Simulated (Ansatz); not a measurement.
# K₂S

```xyz
3
Lattice="0.0000 3.6955 3.6955 3.6955 0.0000 3.6955 3.6955 3.6955 0.0000" Properties=species:S:1:pos:R:3 pbc="T T T"
K     1.8478    1.8478    1.8478
K     5.5433    5.5433    5.5433
S     0.0000    0.0000    0.0000
```

Atom numbers follow the list: K1, K2, S3.

The cell is COD entry 1011375, as deposited and not checked against the literature; nothing was relaxed.

Methods: DFT, PBEsol, all-electron LAPW, scalar-relativistic (Ansatz 0.2.0); DFT, PBEsol, PAW with Ansatz's default frozen-core files, scalar-relativistic (Ansatz 0.2.0).

For LAPW: a Γ-centred 7×7×7 k mesh, Fermi–Dirac smearing of 0.01 eV, basis error target 0.5 meV/atom, no spin polarisation. PAW takes a cutoff of 420 eV at this cell (files made with PBE, cores remade for this functional). The Ansatz runs share mesh, smearing and spin set-up. Values come from LAPW unless marked.

| Quantity | Value |
| --- | --- |
| Pressure at this cell | -0.42 GPa |
| Volume per atom | 33.65 Å³ |

Task: Löwdin charges (with 0.15 e of the cell spilling out of the atomic basis, so their sizes and signs hang on that basis): what does the calculation give?

Result: K1 0.70, S3 -1.24 e.

Task: Give the computed value. Smallest direct gap on the path.

Result: 2.50 eV.

Task: Predict this quantity. Bader charges (from the PAW run).

Result: K1 +0.75, S3 -1.50 e.

Task: Give the computed value. Band gap.

Result: 2.29 eV, indirect from X (0.5, 0, 0.5) to Γ.
